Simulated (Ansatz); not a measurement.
# SiNi: eigenvalues along the path

```yaml
crystal:
  lattice:
    - [3.02662, -0.03027, -0.03027]
    - [-0.03274, 3.27350, -0.03274]
    - [-0.04698, -0.04698, 4.69776]
  atoms:
    - { symbol: Si, position: [0.50000, 0.50000, 0.84230] }
    - { symbol: Si, position: [0.00000, 0.00000, 0.15770] }
    - { symbol: Ni, position: [0.50000, 0.50000, 0.34422] }
    - { symbol: Ni, position: [0.00000, 0.00000, 0.65578] }
```

Atom numbers follow the list: Si1, Si2, Ni3, Ni4.

The geometry is COD entry 2300377, unchecked; take it as a test cell. The listed cell was then made from it by scaling, straining or moving an atom.

Method: DFT, LDA, all-electron LAPW, scalar-relativistic (Ansatz 0.2.0).

The runs use a Γ-centred 11×10×7 k mesh, Fermi–Dirac smearing of 0.05 eV, basis error target 1 meV/atom, spin-polarised from start moments Ni3 1.5, Ni4 1.5 μB (the moments died away, and the run ended non-magnetic).

Path points, in fractions of the reciprocal vectors: Γ (0.000, 0.000, 0.000), X (0.000, 0.000, -0.500), Y (0.000, -0.500, 0.000), Z (-0.500, 0.000, 0.000), R2 (-0.500, 0.500, 0.500), T2 (-0.500, 0.500, 0.000), U2 (-0.500, 0.000, 0.500). Levels in eV from the Fermi level; bands 17 to 36, counted from the lowest band of the run. The gap is zero.

```
# k(1/Å) point b17 b18 b19 b20 b21 b22 b23 b24 b25 b26 b27 b28 b29 b30 b31 b32 b33 b34 b35 b36
0.000 Γ -13.76 -8.05 -6.41 -4.10 -3.53 -2.97 -2.85 -2.68 -2.56 -2.55 -2.30 -1.97 -1.91 -1.04 0.78 2.94 5.15 5.33 6.73 7.71
0.134 - -13.70 -8.41 -6.18 -4.08 -3.54 -2.97 -2.84 -2.66 -2.61 -2.56 -2.34 -1.97 -1.71 -0.88 0.90 2.90 4.97 5.14 6.46 7.33
0.268 - -13.55 -9.11 -5.82 -4.03 -3.59 -2.97 -2.84 -2.76 -2.63 -2.59 -2.43 -1.98 -1.03 -0.46 1.23 2.78 4.23 5.08 5.84 6.62
0.401 - -13.31 -9.83 -5.55 -3.96 -3.65 -2.96 -2.87 -2.82 -2.72 -2.62 -2.53 -2.00 0.04 0.13 1.70 2.64 3.38 4.89 5.22 5.72
0.535 - -13.07 -10.38 -5.38 -3.90 -3.69 -2.95 -2.92 -2.82 -2.80 -2.66 -2.61 -2.01 0.78 1.33 2.24 2.40 2.68 4.28 4.58 5.07
0.669 X -12.95 -10.60 -5.32 -3.87 -3.71 -2.95 -2.93 -2.85 -2.81 -2.67 -2.63 -2.02 1.31 1.87 2.20 2.55 2.62 3.70 3.91 5.04
0.901 - -12.93 -10.26 -5.35 -4.28 -3.86 -3.12 -2.93 -2.75 -2.71 -2.60 -2.55 -2.03 -0.13 1.15 2.00 2.38 3.96 4.49 4.86 5.29
1.132 - -12.77 -9.37 -5.92 -4.78 -3.97 -3.28 -2.99 -2.89 -2.80 -2.39 -2.33 -2.04 -1.45 -0.12 1.73 2.35 5.09 5.66 5.98 7.00
1.364 - -12.34 -8.48 -6.92 -4.67 -4.24 -3.35 -3.28 -3.06 -2.76 -2.34 -2.27 -2.04 -2.00 -1.18 1.54 2.75 4.08 5.82 6.44 8.72
1.596 - -11.59 -9.27 -6.17 -4.79 -4.20 -3.67 -3.36 -3.21 -2.65 -2.53 -2.30 -2.10 -2.01 -1.83 1.44 2.00 3.53 5.70 6.60 8.51
1.828 Y -10.57 -10.49 -5.16 -5.09 -4.16 -3.95 -3.33 -3.30 -2.67 -2.56 -2.22 -2.20 -2.05 -2.00 1.09 1.41 4.50 4.64 7.46 7.55
2.020 - -11.65 -9.29 -5.68 -5.02 -4.03 -3.77 -3.34 -3.20 -2.71 -2.57 -2.33 -2.12 -1.99 -1.93 1.34 1.70 3.48 5.68 6.63 8.55
2.212 - -12.56 -8.20 -5.91 -5.51 -3.69 -3.50 -3.26 -3.03 -2.87 -2.44 -2.41 -2.09 -1.97 -1.77 2.08 2.48 2.57 5.94 6.58 9.28
2.404 - -13.22 -7.88 -5.98 -5.23 -3.61 -3.13 -3.11 -2.95 -2.93 -2.32 -2.30 -2.14 -1.99 -1.65 1.65 3.21 3.79 5.47 6.87 6.95
2.596 - -13.62 -7.98 -6.30 -4.35 -3.58 -2.98 -2.92 -2.83 -2.79 -2.36 -2.24 -2.09 -1.95 -1.39 1.03 3.74 4.60 5.31 6.26 6.81
2.788 Γ -13.76 -8.05 -6.41 -4.10 -3.53 -2.97 -2.85 -2.68 -2.56 -2.55 -2.30 -1.97 -1.91 -1.04 0.78 2.94 5.15 5.33 6.73 7.71
2.995 - -13.60 -7.94 -6.28 -4.16 -3.48 -3.08 -3.03 -2.76 -2.67 -2.41 -2.33 -2.19 -1.95 -0.58 -0.09 3.11 5.44 5.72 6.25 7.31
3.203 - -13.13 -7.64 -5.92 -4.73 -3.38 -3.32 -3.21 -2.92 -2.88 -2.80 -2.25 -2.20 -1.91 -1.02 0.26 3.42 4.18 5.17 5.72 8.72
3.411 - -12.35 -7.51 -5.76 -5.39 -3.58 -3.40 -3.36 -3.20 -2.95 -2.75 -2.41 -2.20 -1.74 -1.34 1.22 2.75 3.25 4.37 5.73 8.40
3.618 - -11.28 -8.52 -5.69 -4.90 -3.72 -3.68 -3.60 -3.48 -2.72 -2.58 -2.48 -2.27 -1.64 -1.51 1.82 2.23 2.31 4.79 5.10 7.61
3.826 Z -10.01 -9.94 -5.10 -5.02 -3.83 -3.74 -3.72 -3.61 -2.56 -2.47 -2.47 -2.39 -1.62 -1.59 1.50 1.84 3.46 3.59 6.17 6.23
4.062 - -9.87 -9.76 -5.25 -5.17 -4.04 -4.00 -3.58 -3.48 -2.67 -2.57 -2.19 -2.15 -1.59 -1.55 1.69 1.98 2.53 2.79 7.14 7.55
4.299 - -9.44 -9.26 -5.62 -5.57 -4.14 -4.11 -3.52 -3.41 -2.96 -2.86 -1.84 -1.81 -1.52 -1.47 0.92 1.17 2.78 3.22 5.45 6.01
4.535 - -8.75 -8.52 -6.02 -5.99 -4.16 -4.09 -3.69 -3.61 -3.06 -3.03 -1.76 -1.71 -1.51 -1.46 0.19 0.31 2.64 3.08 4.98 5.51
4.771 - -7.93 -7.69 -6.36 -6.32 -4.61 -4.46 -3.68 -3.63 -2.90 -2.87 -1.86 -1.81 -1.54 -1.50 -0.17 -0.11 1.28 1.64 6.82 7.44
5.007 R2 -7.37 -7.23 -6.61 -6.52 -4.92 -4.80 -3.62 -3.57 -2.70 -2.61 -2.00 -1.95 -1.58 -1.53 -0.37 -0.30 0.82 1.09 8.15 8.23
5.317 - -8.94 -7.41 -6.29 -5.93 -4.97 -4.13 -3.66 -3.61 -2.92 -2.88 -1.91 -1.79 -1.53 -1.31 -0.02 0.16 1.10 2.42 5.82 7.58
5.628 - -10.87 -7.82 -5.93 -5.56 -4.52 -3.71 -3.69 -3.40 -3.02 -2.78 -2.00 -1.85 -1.39 -1.02 1.02 1.18 2.03 3.19 5.62 7.17
5.938 - -12.42 -8.19 -5.67 -4.89 -3.86 -3.66 -3.58 -3.14 -2.87 -2.51 -2.25 -2.01 -1.36 -0.81 0.21 2.67 3.10 5.09 6.58 7.30
6.248 - -13.42 -8.20 -6.01 -4.32 -3.60 -3.15 -3.02 -2.95 -2.78 -2.42 -2.25 -2.19 -1.74 -0.92 0.27 3.83 4.61 5.21 6.51 6.73
6.558 Γ -13.76 -8.05 -6.41 -4.10 -3.53 -2.97 -2.85 -2.68 -2.56 -2.55 -2.30 -1.97 -1.91 -1.04 0.78 2.94 5.15 5.33 6.73 7.71
6.838 - -13.47 -7.88 -6.18 -4.33 -3.57 -3.15 -3.02 -2.97 -2.79 -2.35 -2.30 -2.16 -1.93 -1.03 0.15 3.92 4.74 5.77 6.22 6.67
7.118 - -12.62 -7.50 -5.55 -4.93 -4.00 -3.64 -3.59 -3.12 -2.87 -2.51 -2.42 -1.97 -1.69 -1.22 -0.31 3.56 4.07 4.41 6.33 6.64
7.398 - -11.27 -7.43 -5.60 -4.82 -4.33 -4.15 -3.63 -3.34 -2.87 -2.80 -2.30 -1.84 -1.49 -1.29 -0.19 1.90 2.78 3.53 4.31 5.31
7.678 - -9.52 -7.74 -6.18 -5.43 -3.83 -3.82 -3.58 -3.47 -3.08 -3.00 -2.03 -1.81 -1.63 -1.33 0.41 0.85 2.23 2.95 3.50 4.47
7.958 T2 -8.14 -7.90 -6.50 -6.39 -3.62 -3.61 -3.48 -3.44 -3.27 -3.10 -1.97 -1.93 -1.60 -1.60 1.46 1.51 1.97 2.14 3.65 3.86
8.189 - -8.46 -8.23 -6.13 -6.04 -3.78 -3.76 -3.51 -3.41 -3.28 -3.09 -1.86 -1.83 -1.60 -1.57 0.68 0.73 2.23 2.56 3.83 4.20
8.421 - -8.94 -8.72 -5.75 -5.71 -4.08 -4.04 -3.55 -3.42 -3.18 -3.06 -1.76 -1.71 -1.54 -1.48 0.29 0.39 2.75 3.10 4.37 4.76
8.653 - -9.25 -9.06 -6.06 -6.02 -4.11 -4.08 -3.63 -3.52 -2.90 -2.85 -1.81 -1.78 -1.48 -1.44 0.93 1.19 3.57 3.91 5.31 5.68
8.885 - -9.38 -9.23 -6.57 -6.54 -4.02 -4.00 -3.71 -3.66 -2.56 -2.53 -1.97 -1.95 -1.45 -1.42 2.34 2.70 4.60 4.94 6.44 6.86
9.117 U2 -9.40 -9.28 -6.78 -6.78 -3.97 -3.95 -3.74 -3.74 -2.33 -2.32 -2.13 -2.11 -1.45 -1.41 3.69 3.82 5.18 5.43 5.82 5.88
```
